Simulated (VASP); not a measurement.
The system is MgS.

```
Mg S
1.0
     4.05466    0.00000    0.00000
    -2.02733    3.51144    0.00000
     0.00000    0.00000    6.49076
Mg S
2 2
Direct
  0.66667 0.33333 0.49702
  0.33333 0.66667 0.99702
  0.33333 0.66667 0.37798
  0.66667 0.33333 0.87798
```

The cell comes from a database or a generator and needn't be the stable form of this composition.

| Item | Value |
| --- | --- |
| Program | VASP 6.6.1 |
| Task | relaxation of cell and atoms |
| Functional | PBEsol |
| Potentials or basis | VASP PAW PBE potentials, release 64 (Mg, S) |
| Cutoff | 600 eV |
| k mesh | 6 × 6 × 4 |
| Occupations | gaussian, width 0.02 eV |
| Spin | no spin polarisation |

At the start: pressure -1.4 GPa; volume 23.10 Å³/atom.

Problem. How do energy, volume and symmetry change on relaxing?

Solution. Over 11 steps the energy falls by 2.6 meV/atom and the volume is 22.52 Å³/atom (-2.5 %); space group P6_3mc (No. 186, to 0.05 Å).

Step by step:
```csv
step,energy change (eV),largest force (eV/Å),pressure (GPa),volume (Å³)
1,0.0000,0.0016,-1.38,92.41
2,-0.0101,0.0095,0.22,89.79
3,-0.0103,0.0085,0.00,90.10
4,-0.0103,0.0086,0.03,90.06
5,-0.0104,0.0086,-0.01,90.11
6,-0.0104,0.0087,-0.07,90.21
7,-0.0104,0.0077,-0.07,90.21
8,-0.0104,0.0051,-0.06,90.18
9,-0.0104,0.0001,-0.04,90.14
10,-0.0104,0.0018,-0.04,90.16
11,-0.0105,0.0004,-0.01,90.10
```

Final structure:
```
CELL_PARAMETERS angstrom
4.02649 0.00000 0.00000
-2.01325 3.48704 0.00000
0.00000 0.00000 6.41712
ATOMIC_POSITIONS crystal
Mg 0.66667 0.33333 0.49641
Mg 0.33333 0.66667 0.99641
S 0.33333 0.66667 0.37859
S 0.66667 0.33333 0.87859
```

Caveat: the PAW data sets were made with another functional, which shifts forces and pressure a little.
